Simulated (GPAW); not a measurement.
# CdTe (F-43m) in GPAW: notebook

The runs below take CdTe through single point, with PBE.

Everything below comes from runs of GPAW 26.7.0. Logs are shortened: lines on timing, memory, paths and dates and some standing lists are left out, and cuts for length are marked. The log counts tension as positive stress, the text compression.

### 1 The structure

The structure is cubic, space group F-43m (No. 216). The conventional cell has a = 6.410 Å, b = 6.410 Å, c = 6.410 Å, α = 90.00°, β = 90.00°, γ = 90.00°. Te (site symmetry -43m) is surrounded by 4 Cd at 2.78 Å. Cd (site symmetry -43m) is surrounded by 4 Te at 2.78 Å.

### 2 Single point, PBE

Input file run.py:

```python
from ase import Atoms
from ase.dft.bandgap import bandgap
from ase.io import write
from ase.units import GPa
from gpaw import GPAW, PW

atoms = Atoms(['Te', 'Cd'],
              cell=[[0.0, 3.205, 3.205],
                    [3.205, 0.0, 3.205],
                    [3.205, 3.205, 0.0]],
              scaled_positions=[[0.75, 0.75, 0.75],
                                [0.0, 0.0, 0.0]],
              pbc=True)

calc = GPAW(mode=PW(1200),
            xc='PBE',
            kpts={'size': (6, 6, 6), 'gamma': True},
            occupations={'name': 'fermi-dirac', 'width': 0.05},
            nbands=18,
            convergence={'density': 1e-05, 'energy': 1e-05},
            maxiter=75,
            txt='gpaw.txt')
atoms.calc = calc
energy = atoms.get_potential_energy()
forces = atoms.get_forces()
stress = atoms.get_stress()
calc.write('gs.gpw')
write('result.traj', atoms)
print(f'Energy: {energy:.6f} eV')
print('Forces (eV/A):')
print(forces.round(4))
print('Stress (GPa):', (stress / GPa).round(3))
print('Fermi level:', round(calc.get_fermi_level(), 4), 'eV')
print(f'Gap: {bandgap(calc)[0]:.4f} eV, direct: {bandgap(calc, direct=True)[0]:.4f} eV')
```

Potentials or basis: GPAW PAW data sets (gpaw-data 1.2.1), pw.

Launch:

```sh
$ OMP_NUM_THREADS=1 python run.py
```

gpaw.txt:

```text
__  _  _
 | _ |_)|_||  |
 |__||  | ||/\| - 26.7.0

Input parameters:
  mode=PW(ecut=1200.0),
  convergence={'density': 1e-05, 'energy': 1e-05},
  kpts=MonkhorstPack(size=(6, 6, 6), gamma=True),
  maxiter=75,
  nbands=18,
  occupations=Occupations(name='fermi-dirac', width=0.05),
  xc=XC(name='PBE')

Diagonalizing LCAO Hamiltonian
Converting LCAO to pw mode

                      Te

       Cd

Atoms  # Å, Bohr magnetons
|   | symbol |        x |        y |        z |    initial magnetic moments |
|---|--------|----------|----------|----------|-----------------------------|
| 0 |     Te | 4.807500 | 4.807500 | 4.807500 | ( 0.0000,  0.0000,  0.0000) |
| 1 |     Cd | 0.000000 | 0.000000 | 0.000000 | ( 0.0000,  0.0000,  0.0000) |

Unit cell  # Å
| periodic |        x |        y |        z |  lengths |    angles |
|----------|----------|----------|----------|----------|-----------|
|      yes | 0.000000 | 3.205000 | 3.205000 | 4.532554 | 60.000000 |
|      yes | 3.205000 | 0.000000 | 3.205000 | 4.532554 | 60.000000 |
|      yes | 3.205000 | 3.205000 | 0.000000 | 4.532554 | 60.000000 |

Number of symmetries: 24
Symmetry operations  # r_c * U_cc + t_c -> r_c
|    | kind |            matrix            |
|----|------|------------------------------|
|  0 |  E   |  1, 0, 0,  0, 1, 0,  0, 0, 1 |
|  1 |  σ   |  1, 0, 0,  0, 0, 1,  0, 1, 0 |
|  2 |  σ   |  1, 0,-1,  0, 1,-1,  0, 0,-1 |
|  3 |  C3  |  1, 0,-1,  0, 0,-1,  0, 1,-1 |
|  4 |  C3  |  1,-1, 0,  0,-1, 1,  0,-1, 0 |
|  5 |  σ   |  1,-1, 0,  0,-1, 0,  0,-1, 1 |
|  6 |  σ   |  0, 1, 0,  1, 0, 0,  0, 0, 1 |
|  7 |  C3  |  0, 1, 0,  0, 0, 1,  1, 0, 0 |
|  8 |  C2  |  0, 1,-1,  1, 0,-1,  0, 0,-1 |
|  9 |  S4  |  0, 1,-1,  0, 0,-1,  1, 0,-1 |
| 10 |  C3  |  0, 0, 1,  1, 0, 0,  0, 1, 0 |
| 11 |  σ   |  0, 0, 1,  0, 1, 0,  1, 0, 0 |
| 12 |  S4  |  0, 0,-1,  1, 0,-1,  0, 1,-1 |
| 13 |  C3  |  0, 0,-1,  0, 1,-1,  1, 0,-1 |
| 14 |  S4  |  0,-1, 1,  1,-1, 0,  0,-1, 0 |
| 15 |  C2  |  0,-1, 1,  0,-1, 0,  1,-1, 0 |
| 16 |  C3  |  0,-1, 0,  1,-1, 0,  0,-1, 1 |
| 17 |  S4  |  0,-1, 0,  0,-1, 1,  1,-1, 0 |
| 18 |  S4  | -1, 1, 0, -1, 0, 1, -1, 0, 0 |
| 19 |  C3  | -1, 1, 0, -1, 0, 0, -1, 0, 1 |
| 20 |  C3  | -1, 0, 1, -1, 1, 0, -1, 0, 0 |
| 21 |  S4  | -1, 0, 1, -1, 0, 0, -1, 1, 0 |
| 22 |  σ   | -1, 0, 0, -1, 1, 0, -1, 0, 1 |
| 23 |  C2  | -1, 0, 0, -1, 0, 1, -1, 1, 0 |

BZ-sampling:
  Number of BZ points: 216
  Number of IBZ points: 16

  Monkhorst-Pack size: [6, 6, 6]
  Monkhorst-Pack shift: [0.08333333333333333, 0.08333333333333333, 0.08333333333333333]

K-points  # in reciprocal-cell coordinates
|     |                                coordinates |     weight |
|-----|--------------------------------------------|------------|
|   0 | (  0.00000000,   0.00000000,   0.00000000) | 0.00462963 |
|   1 | (  0.16666667,   0.16666667,   0.00000000) | 0.02777778 |
|   2 | (  0.16666667,   0.16666667,   0.16666667) | 0.03703704 |
|   3 | (  0.33333333,   0.16666667,   0.16666667) | 0.05555556 |
|   4 | (  0.33333333,   0.33333333,  -0.33333333) | 0.05555556 |
|   5 | (  0.33333333,   0.33333333,   0.00000000) | 0.02777778 |
|   6 | (  0.33333333,   0.33333333,   0.16666667) | 0.11111111 |
|   7 | (  0.33333333,   0.33333333,   0.33333333) | 0.03703704 |
|   8 | (  0.50000000,   0.33333333,  -0.33333333) | 0.11111111 |
|   9 | (  0.50000000,   0.33333333,  -0.16666667) | 0.05555556 |
| ... |                                            |            |
|  15 | (  0.50000000,   0.50000000,   0.50000000) | 0.01851852 |

Plane wave coefficients: 6253
Cutoff: 1200.0 eV

Spin-components: 1 (collinear spins)
Bands:           18
Projectors:      11
Spin-degeneracy: 2
Datatype:        complex128

Parallelization:
  kpt:    1
  domain: 1
  band:   1

Density:
  Valence electrons: 18.0
  Components: 1
  Grid points: [40 40 40]
  Charge: 0.0  # |e|

Potential:
  Grid points: [40 40 40]

species:
  Te:
    name:    Tellurium
    Z:       52.0
    valence: 6
    core:    46
    charge:  0.0  # [|e|]
    compensation charges:
      type: gauss
      rc: 0.36  # [Å]
      lmax: 2
    cutoffs:
      filter: 2.09  # [Å]
      core: 3.17  # [Å]
    projectors
    | kind |    occ | energy [eV] | rcut [Å] |
    |------|--------|-------------|----------|
    |   5s |  2.000 |     -15.089 |    1.180 |
    |   5p |  4.000 |      -5.955 |    1.196 |
    |    s |        |      12.123 |    1.180 |
    |    p |        |      21.256 |    1.196 |
    |    d |        |       0.000 |    1.238 |

    Using partial waves for Te as LCAO basis

  Cd:
    name:    Cadmium
    Z:       48.0
    valence: 12
    core:    36
    charge:  0.0  # [|e|]
    compensation charges:
      type: gauss
      rc: 0.38  # [Å]
      lmax: 2
    cutoffs:
      filter: 2.12  # [Å]
      core: 2.62  # [Å]
    projectors
    | kind |    occ | energy [eV] | rcut [Å] |
    |------|--------|-------------|----------|
    |   5s |  2.000 |      -5.655 |    1.191 |
    |   5p |  0.000 |      -1.186 |    1.228 |
    |   4d | 10.000 |     -11.739 |    1.164 |
    |    s |        |      21.556 |    1.191 |
    |    p |        |      26.026 |    1.228 |
    |    d |        |      15.473 |    1.164 |

    Using partial waves for Cd as LCAO basis

Reference energy: -336963.801770  # eV

eigensolver:
  PPCG
  Converge bands: occupied
  niter=2

density mixing:
  MSR1-Mixer
  Pratt-step length: 0.05
  Maximum mixing coefficient: 0.75
  Old densities: 10
  SVD Regularization: 0.005
  Good broyden scale: 1.0
  Trust region scale: 1.0
  Backstep threshold: 4.0
  History deletion threshold: 6.0
  Fourier metric: weight=20.0, sigma=0.015

occupation numbers:
  Fermi-Dirac:
    width: 0.0500  # eV

poisson solver:
  ecut: 9600.0  # eV

xc functional:
  name: PBE with 2 nearest neighbor stencil

convergence criteria:
- Maximum integral of absolute [dens]ity change: 1e-05 electrons / valence electron
- Maximum [total energy] change in last 3 cyles: 1e-05 eV / valence electron
- Maximum integral of absolute [eigenst]ate change: 4e-08 eV^2 / valence electron
maximum number of iterations: 75

SCF iterations
|iter     | |      energy | eigst |  dens |
|---------|-|-------------|-------|-------|
|iter:   1| |   -5.221510 | -0.32 |       |
|iter:   2| |   -5.177792 | -2.34 | -1.25 |
|iter:   3| |   -5.009343 | -1.74 | -1.29 |
|iter:   4| |   -5.008265 | -3.26 | -1.78 |
|iter:   5| |   -5.007921 | -3.76 | -2.23 |
|iter:   6| |   -5.007964 | -5.46 | -2.93 |
|iter:   7| |   -5.007968c| -6.63 | -3.54 |
|iter:   8| |   -5.007968c| -7.81c| -4.42 |
|iter:   9| |   -5.007968c| -8.35c| -5.29c|

Converged in 9 steps
Energy contributions relative to reference atoms: (reference = -336963.801770)

Energy contributions:
  Kinetic:          22.240789
  Coulomb:         -20.084648
  Zero:              0.257282
  External:          0.000000
  Xc:               -7.421390
  Entropy:          -0.000003
  Spinorbit:         0.000000
  ----------------------------
  Free energy:      -5.007969
  Extrapolated:     -5.007968

dipole moment: (-16.540214, -16.540214, -16.540214)  # |e|*Ang

Fermi level: 4.553
Eigenvalues  # (at kpt = [0.000, 0.000, 0.000])
| band index |      eig [eV] | occ [0-2] |
|------------|---------------|-----------|
|          0 |        -7.266 |     2.000 |
|          1 |        -4.271 |     2.000 |
|          2 |        -4.271 |     2.000 |
|          3 |        -4.271 |     2.000 |
|          4 |        -3.984 |     2.000 |
|          5 |        -3.984 |     2.000 |
[... 10 lines left out ...]
|         16 |        14.188 |     0.000 |
|         17 |        14.188 |     0.000 |

Gap: 0.870 eV
Transition (v -> c):
  (s=0, k=0, n=8, [0.00, 0.00, 0.00]) -> (s=0, k=0, n=9, [0.00, 0.00, 0.00])
No difference between direct/indirect transitions

Forces  # eV/Ang
|        x |       y |       z |
|----------|---------|---------|
| -0.00000 | 0.00000 | 0.00000 |  # Te   0
|  0.00000 | 0.00000 | 0.00000 |  # Cd   1

Stress tensor  # eV/Ang^3
|         x |         y |         z |
|-----------|-----------|-----------|
| -0.023971 |  0.000000 | -0.000000 |
|  0.000000 | -0.023971 | -0.000000 |
| -0.000000 | -0.000000 | -0.023971 |

# Writing to gs.gpw (mode='')
```

It took 36 s on 1 thread of Arm Neoverse V1, shared host; peak memory 0.29 GiB.

Results:

| Quantity | Value |
| --- | --- |
| Free energy | -5.0080 eV |
| Pressure | 3.8 GPa |
| Band gap on the k mesh | 0.87 eV, direct |

Caveat: spin-orbit coupling is left out, which moves the levels of the heavy elements.

### 3 Single point, PBE

run.py: that of step 2 with these lines changed.

```diff
@@ -14,3 +14,3 @@
 
-calc = GPAW(mode=PW(1200),
+calc = GPAW(mode=PW(340),
             xc='PBE',
@@ -20,3 +20,3 @@
             convergence={'density': 1e-05, 'energy': 1e-05},
-            maxiter=75,
+            maxiter=100,
             txt='gpaw.txt')
```

Potentials or basis: GPAW PAW data sets (gpaw-data 1.2.1), pw.

Launch:

```sh
$ OMP_NUM_THREADS=1 python run.py
```

Run time: 5.5 s. Hardware: 1 thread of Arm Neoverse V1, shared host; peak memory 0.16 GiB.

These settings aren't checked as converged: the numbers below hold their error.

Results:

```yaml
Free_energy: -4.7016 eV
Pressure: 1.6 GPa
Band_gap_on_the_k_mesh: 0.85 eV, direct
```

Caveat: the cutoff is short for stress and forces, so pressures can be off by a GPa or more; spin-orbit coupling is left out, which moves the levels of the heavy elements.
